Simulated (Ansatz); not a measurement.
# SnO2 (I4_1/amd) in Ansatz: notebook

One crystal, SnO2, is run at these levels: PBE; tasks: relaxation of the atoms, relaxation of cell and atoms.

All numbers are computed with Ansatz 0.2.0; they aren't measurements. Logs are shortened: lines on timing, memory, paths and dates and some standing lists are left out, and cuts for length are marked.

## 1. Starting point

Symmetry: I4_1/amd, No. 141, tetragonal system. The conventional cell has a = 4.000 Å, b = 4.000 Å, c = 10.247 Å, α = 90.00°, β = 90.00°, γ = 90.00°. Sn (site symmetry -4m2) has 6 O at 2.06 to 2.09 Å as nearest neighbours. O (site symmetry 2mm) is surrounded by 3 Sn at 2.06 to 2.09 Å.

Measurements of this composition are mostly on another form, of space group No. 136.

## 2. Relaxation of the atoms, PBE

input.yaml

```yaml
crystal:
  lattice:
    - [-2.0000686112, 2.0000686112, 5.1236788559]
    - [2.0000686112, -2.0000686112, 5.1236788559]
    - [2.0000686112, 2.0000686112, -5.1236788559]
  atoms:
    - { symbol: Sn, position: [0.0, 0.0, 0.0] }
    - { symbol: Sn, position: [0.75, 0.25, 0.5] }
    - { symbol: O, position: [0.54652259, 0.04652259, 0.5] }
    - { symbol: O, position: [0.20347741, 0.20347741, 0.0] }
    - { symbol: O, position: [0.95347741, 0.45347741, 0.5] }
    - { symbol: O, position: [0.79652259, 0.79652259, 0.0] }
hamiltonian:
  xc: pbe
  pseudopotentials: { kind: paw }
kpoints:
  mp_grid: { grid: [7, 7, 7] }
scf:
  occupations: { method: fermi_dirac, width: 0.05 }
output:
  forces: true
  stress: true
  eigenvalues: true
relax:
  f_tol: 0.01
  max_steps: 40
```

Potentials or basis: Ansatz PAW.

Launch:

```
ansatz run input.yaml --threads 2 --pin off --max-ram 5632MiB --backend cpu --events-out ev --progress --plain --runs-dir out
```

Log:

```text
Warning: output.stress: scf.convergence.dr2_threshold = 1e-7 eV (the SCF's general default) is looser than the 6e-10 eV advised for a printed stress (1e-10 eV for each atom of the cell: 6). What an SCF threshold leaves in a stress goes as its square root, and in the free energy as the threshold itself, and one threshold admits the most on a small cell: of the crystals measured, under no hybrid functional and no lock of the moments, on runs that ended without the residual-converged pass, on stresses that held no estimate of that error, the worst erred by over 100 MPa in a component at 1e-7 eV an atom and by under 5 at 1e-10. Every solve of this run answers to scf.convergence.dr2_threshold, and the tensor of one is reported: a single SCF on the reported geometry and on this run's grids (its basis.xc_grid and basis.ecutrho_ratio typed), with scf.convergence.dr2_threshold at 6e-10 eV or tighter, prints it and tightens no other solve. Else set scf.convergence.dr2_threshold to 6e-10 eV or tighter. The threshold is an SCF's pass mark: one that does not reach it within its budget of iterations ends unconverged, or closes short of it on a stop that the run arms, and scf.convergence.dr2_threshold's page says what that costs each kind of run
Warning: RAYON_NUM_THREADS=2 ignored (pool sized by the plan → 2); use --threads N
basis.fft_grid_basis auto: the FFT boxes are laid along the combinations [[1, 0, 1], [0, 1, 1], [0, 0, 1]] of the cell's own vectors, 4.000, 4.000 and 5.853 Å long. The dense box has 27×27×40 points. Along the cell's own vectors, as sized, it would have 40×40×40, 2.19 times as many. Of the 16 symmetry operations that the crystal satisfies within crystal.symmetry.tolerance (time reversal apart; of a slab, those that keep its plane) the dense box along the cell's own vectors carries 16, and the one as laid loses 14 of those. basis.fft_grid_basis: typed keeps the cell's own vectors: state it where this run's energies or levels are differenced outside the engine with another run's, or held beside a run that keeps those vectors.
Engine: ansatz 0.2.0, aarch64-unknown-linux-gnu
Pseudopotentials: kind: paw
Pseudopotential: Sn, paw, valence charge 14, recommended cutoff 420 eV (normal), Sn.paw.azcp
Pseudopotential: O, paw, valence charge 6, recommended cutoff 420 eV (normal), O.paw.azcp
Functional definition: PBE
  parameter kappa = 0.804
  parameter beta = 0.06672455060314922
  exchange = pbe_x(kappa = kappa, mu = beta*pi^2/3)
  correlation = pbe_c(beta = beta)
Crystal: 6 atoms, lattice volume = 81.984 Å³
Basis set: ecut = 420 eV, 1605 PW (Γ), FFT grids on a1+a3, a2+a3, a3, exchange–correlation on 54×54×80 points (8 copies of the dense FFT grid, shifted against one another)
Bands: 32, of which v1, the nominal top of the filled ones, is band 26 counted from 1 (25 counted from 0)
Symmetry: 16 space group operations
Space group: I41/amd (ITA 141), of the structure as read, at distance tolerance 4.3e-5 Å
k-points: 40 of 343
Non-local potential: Sn, projectors of the file, l = 0: 2, l = 1: 2, l = 2: 2, l = 3: 2
Non-local potential: O, projectors of the file, l = 0: 2, l = 1: 2, l = 2: 1
PAW form: soft (Blöchl's): semilocal exchange-correlation on the pseudo side does not see the compensation charge
PAW one-centre angular grid: Sn, 590 points (default); XC on 64 Gauss nodes
PAW one-centre angular grid: O, 110 points (default); XC on 64 Gauss nodes
Initial density: superposition of atomic densities (neutral atoms: chi_scale 0, normalization atom), corrected by the library's trained network
Initial wavefunctions: pseudopotential atomic-orbital guess
Functional: x = pbe(κ = 0.804, μ = 0.2195149727645171), c = pbe(β = 0.06672455060314922)
SCF iter   1: F=—  HF=-14317.573418 eV  |F-HF|=—  |Δ(HF+E_count)|=         —  Δρ=2.10e-3  dr2=1.65e-3  ethr=1.77e-3  ⟨swp⟩=6.2  Hψ=5667  notcnv=0  defer=2
[... 32 lines left out ...]
Fermi energy:    7.923408 eV
--- Per-component energies (eV) ---
  E_band       = -220.492393
  E_kinetic    = 1081.991742
  E_local      = -3560.720222  (includes V_loc(G=0)·N_el)
  E_nonlocal   = 134.471917
  E_hartree    = 1788.617327
  E_xc         = -1053.998483
  E_vxc        = -562.661106  (∫ρ·V_xc dr)
  E_paw        = -8929.537043  (= ΣΔE_a)
  E_vpaw       = -890.832562  (= ΣTr[D̂ρ^β])
  E_aug_tail   = 0.009875  (compensation charges beyond the density's cutoff)
  E_ewald      = -3778.411431
  E_smearing   = -0.000000  (= −TS)
  E_closure    = 0.000000  (closes the sum)
  Σ components = -14317.576317   (vs F -14317.576317, Δ=0.00e0)
--- Forces (eV/Å), atoms counted from 1 ---
  atom   1  Sn    -0.00000000     0.00000000     0.00000000
  atom   2  Sn    -0.00000000     0.00000000     0.00000000
  atom   3  O      0.00000000    -0.00000000    -0.00008623
  atom   4  O      0.00000000    -0.00000000     0.00008623
  atom   5  O      0.00000000     0.00000000     0.00008623
  atom   6  O      0.00000000     0.00000000    -0.00008623
  max |Σ_I F_I| component: 1.30e-18 eV/Å
--- Stress (GPa, compression-positive) ---
        6.015883       0.000000       0.000000
        0.000000       6.015883       0.000000
        0.000000       0.000000       5.164402
  P = ⅓ Tr σ = 5.7321 GPa (57.321 kbar)
--- Band table (eV; the first three rows and the last of 40) ---
  k-point 0: bands = ["-13.4083", "-13.3955", "-13.2645", "-12.6866", "-12.6018", "-12.6018", "-12.4603", "-12.4473", "-12.4473", "-12.4183", "-11.3809", "-8.7097", "-8.0597", "-7.7913", "2.1203", "2.2928", "2.2928", "2.9267", "3.5956", "3.5956", "5.3280", "5.9893", "6.3527", "6.3527", "6.6261", "6.6261", "8.6501", "12.5539", "16.4457", "16.8348", "16.9702", "18.6823"]
  k-point 1: bands = ["-13.3690", "-13.3062", "-13.1794", "-12.7368", "-12.6065", "-12.5877", "-12.4662", "-12.4637", "-12.4573", "-12.4218", "-11.1370", "-8.8803", "-8.1152", "-8.1081", "0.6407", "2.5069", "2.7050", "2.8019", "3.8478", "4.5887", "5.5418", "5.7640", "5.8867", "6.3390", "6.4055", "6.7305", "9.8411", "12.7194", "16.7583", "16.7661", "17.0667", "17.5102"]
  k-point 2: bands = ["-13.2698", "-13.0741", "-12.9547", "-12.8649", "-12.6235", "-12.5512", "-12.4840", "-12.4764", "-12.4676", "-12.4301", "-10.5141", "-9.2749", "-8.8075", "-8.3503", "-0.4407", "1.1996", "2.5475", "3.9584", "4.9040", "5.1564", "5.2367", "5.6899", "5.9513", "6.2507", "6.5125", "6.9221", "11.8271", "13.3361", "15.7662", "16.0884", "16.7524", "17.5212"]
  k-point 39: bands = ["-13.5468", "-13.5161", "-12.8067", "-12.7335", "-12.6406", "-12.6164", "-12.4435", "-12.4432", "-12.4327", "-12.4032", "-10.4584", "-10.4537", "-7.7662", "-7.5341", "1.7846", "1.9686", "2.5883", "3.6456", "3.9922", "4.2118", "4.3008", "5.4257", "6.0198", "6.1282", "6.6651", "6.6855", "11.3305", "11.5485", "14.7779", "15.0234", "18.6840", "18.8275"]
--- Relaxed structure (3 steps of the walk, 3 accepted, 0 SCFs on fresh bases) ---
  F+E_penalty+E_count = -14317.57631736 eV   max|allowed force component| = 8.623e-5 eV/Å
  atoms:
    - { symbol: Sn, position: [-1.0580309607393018e-20, -1.0580309607393012e-20, -3.6047256802443826e-37] }
    - { symbol: Sn, position: [0.7500000000000001, 0.24999999999999994, 0.5000000000000001] }
    - { symbol: O, position: [0.5462592688885229, 0.04625926888852275, 0.5000000000000001] }
    - { symbol: O, position: [0.2037407311114772, 0.2037407311114772, -2.1753735844257423e-35] }
    - { symbol: O, position: [0.953740731111477, 0.45374073111147717, 0.49999999999999994] }
    - { symbol: O, position: [0.7962592688885228, 0.7962592688885228, 1.6001847476215293e-35] }
```

Wall time 6.7 s (2 threads of Arm Neoverse V2, shared host); peak memory 0.4 GiB.

What came out:

```
Free energy               : -14317.5763 eV
Energy gained by relaxing : 0.0 meV/atom
Ionic steps               : 3
Pressure after relaxing   : 5.7 GPa
Band gap on the k mesh    : 1.63 eV, indirect (least direct gap 2.02 eV)
```

Stress tensor (GPa, compression positive):
```
6.02 0.00 0.00
0.00 6.02 0.00
0.00 0.00 5.16
```

Step by step:
```
step  energy change (eV)  largest force (eV/Å)
   1              0.0000                0.0403
   2             -0.0002                0.0118
   3             -0.0002                0.0001
```

Final structure:
```xyz
6
Lattice="-2.0001 2.0001 5.1237 2.0001 -2.0001 5.1237 2.0001 2.0001 -5.1237" Properties=species:S:1:pos:R:3 pbc="T T T"
Sn    0.0000    0.0000    0.0000
Sn    0.0000    2.0001    2.5618
O     0.0000    2.0001    0.4740
O     0.0000    0.0000    2.0878
O     0.0000    2.0001    4.6496
O     0.0000    0.0000    8.1596
```

Caveat: odd divisions of the mesh miss points on the zone boundary, where band edges often lie, so the gap on the mesh can be too wide; the pressure holds a Pulay correction of +0.8 GPa for the finite cutoff; spin-orbit coupling is left out, which moves the levels of the heavy elements; the thresholds are loose for stress.

## 3. Relaxation of cell and atoms, PBE

Edit input.yaml of step 2 so:

```diff
@@ -26 +26,2 @@
   max_steps: 40
+  cell: { stress_tol: 0.05 }
```

Potentials or basis: Ansatz PAW.

Launch:

```
ansatz run input.yaml --threads 2 --pin off --max-ram 5632MiB --backend cpu --events-out ev --progress --plain --runs-dir out
```

It took 19 s on 2 threads of Arm Neoverse V2, shared host; peak memory 0.41 GiB.

It converged, with:

```
Free energy                            : -14317.6302 eV
Relaxed volume                         : 14.18 Å³/atom
Relaxed cell                           : a = 5.921 Å, b = 5.921 Å, c = 5.921 Å, α = 139.98°, β = 139.98°, γ = 57.89°
Space group after relaxing (to 0.05 Å) : I4_1/amd (No. 141)
Energy gained by relaxing              : 9.0 meV/atom
Ionic steps                            : 7
Pressure after relaxing                : 0.0 GPa
Band gap on the k mesh                 : 1.32 eV, indirect (least direct gap 1.66 eV)
```

Step by step:
```csv
step,energy change (eV),largest force (eV/Å),volume (Å³)
1,0.0000,0.0403,81.98
2,-0.0374,0.0358,84.71
3,-0.0373,0.0236,84.90
4,-0.0374,0.0022,84.93
5,-0.0539,0.0019,84.93
6,-0.0533,0.0006,85.08
7,-0.0541,0.0007,85.08
```

Final structure:
```xyz
6
Lattice="-2.0261 2.0261 5.1813 2.0261 -2.0261 5.1813 2.0261 2.0261 -5.1813" Properties=species:S:1:pos:R:3 pbc="T T T"
Sn    0.0000    0.0000    0.0000
Sn    0.0000    2.0261    2.5907
O     0.0000    2.0261    0.4931
O     0.0000    0.0000    2.0975
O     0.0000    2.0261    4.6882
O     0.0000    0.0000    8.2651
```

Levels at points of the mesh, in eV from the valence-band top:
```
           k point  band 22  band 23  band 24  band 25  band 26  band 27  band 28  band 29  band 30  band 31
(0.00, 0.00, 0.00)    -1.05    -0.63    -0.63    -0.34    -0.34     1.32     5.28     9.29     9.62     9.75
```

Caveat: odd divisions of the mesh miss points on the zone boundary, where band edges often lie, so the gap on the mesh can be too wide; the plane-wave basis is chosen anew once the cell has moved, so the energies of steps on either side of that aren't comparable; the pressure holds a Pulay correction of +0.7 GPa for the finite cutoff; spin-orbit coupling is left out, which moves the levels of the heavy elements.
